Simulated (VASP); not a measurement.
# KI: self-consistent run, by functional and exact exchange

KI, Fm-3m (no. 225), 2 atoms in the cell.

| Functional | Exact exchange | Pressure (GPa) | Gap on the mesh (eV) | Time (s) |
|---|---|---|---|---|
| O3LYP | 0.1161 | 2.11 | 5.395 | 182 |
| hAPBE | 0.2 | 0.55 | 5.353 | 99 |
| B97-1 | 0.21 | 0.64 | 5.400 | 218 |
| mPW1PW | 0.25 | 0.50 | 5.717 | 118 |
| PBEsol0 | 0.25 | -0.29 | 5.529 | 94 |
| APBE0 | 0.25 | 0.58 | 5.703 | 117 |
| PBEmol0 | 0.25 | 0.66 | 5.715 | 104 |
| mPW1K | 0.428 | 0.29 | 6.948 | 108 |

## Input of the first row

INCAR.step1:
```
SYSTEM = KI
ALGO = Normal
EDIFF = 1E-5
ENCUT = 450
GGA = PE
ISIF = 2
ISMEAR = 0
LASPH = .TRUE.
LCHARG = .FALSE.
LREAL = .FALSE.
LWAVE = .TRUE.
NELM = 100
PREC = Accurate
SIGMA = 0.02
```

INCAR.step2:
```
SYSTEM = KI
AEXX = 0.1161
ALGO = Normal
EDIFF = 1E-6
ENCUT = 450
GGA = LIBXC
ISIF = 2
ISMEAR = 0
ISTART = 1
LASPH = .TRUE.
LCHARG = .FALSE.
LHFCALC = .TRUE.
LIBXC1 = HYB_GGA_XC_O3LYP
LREAL = .FALSE.
LWAVE = .FALSE.
NELM = 100
PREC = Accurate
PRECFOCK = Fast
SIGMA = 0.02
```

KPOINTS:
```
k-points
0
Gamma
  4 4 4
```

POSCAR:
```
KI
1.0
    0.0000000000      3.5327750000      3.5327750000
    3.5327750000      0.0000000000      3.5327750000
    3.5327750000      3.5327750000      0.0000000000
I K
1 1
Direct
    0.5000000000      0.5000000000      0.5000000000
    0.0000000000      0.0000000000      0.0000000000
```

Commands (each step's output is kept before the next begins):
```
cat potpaw_PBE.64/I/POTCAR potpaw_PBE.64/K_sv/POTCAR > POTCAR
cp INCAR.step1 INCAR
mpirun -np 1 vasp_std > vasp.out
cp INCAR.step2 INCAR
mpirun -np 1 vasp_std > vasp.out
```

Changes of the last row against the first:
```
(step 2)
- AEXX = 0.1161
- LIBXC1 = HYB_GGA_XC_O3LYP
+ AEXX = 0.428
+ LIBXC1 = HYB_GGA_XC_MPW1K
```

VASP 6.6.1 took 182 s on 1 core (AMD EPYC 9R45 (Zen 5)), a shared host.
